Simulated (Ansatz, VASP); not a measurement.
# MnS in VASP and in Ansatz

```
Mn S
1.0
     0.00000    2.60450    2.60450
     2.60450    0.00000    2.60450
     2.60450    2.60450    0.00000
Mn S
1 1
Direct
  0.00000 0.00000 0.00000
  0.50000 0.50000 0.50000
```

Alike in both runs: functional revPBE; k mesh 9 × 9 × 9; occupations fermi-dirac, width 0.05 eV; collinear spin.

|  | VASP | Ansatz |
| --- | --- | --- |
| version | VASP 6.6.1 | Ansatz 0.2.0 |
| potentials or method | VASP PAW PBE potentials, release 64 (Mn_pv, S), cutoff 520 eV | all-electron LAPW, scalar-relativistic |
| task | single point | band structure |

```csv
,VASP,Ansatz,Ansatz less VASP
gap on the k mesh at the Fermi level (eV),none,none,-
pressure (GPa),-0.3,-0.2,+0.07
net moment per atom (μB),2.38,2.38,0.000
size of the moment on the site where the two differ most (μB),4.29,4.47,+0.179
```

Site moments also hang on the region over which each program counts them. A gap of «none» marks a metal or a gap that the smearing closes. Ansatz ran all-electron here, so the differences hold the error of VASP's frozen core and of both bases.

Caveats: a cell with one magnetic atom can't hold antiferromagnetic order, which such compounds often take; semilocal functionals often make such compounds metallic where correlation or magnetic order opens a gap, which also shifts bond lengths; the PAW data sets were made with another functional, which shifts forces and pressure a little (VASP).
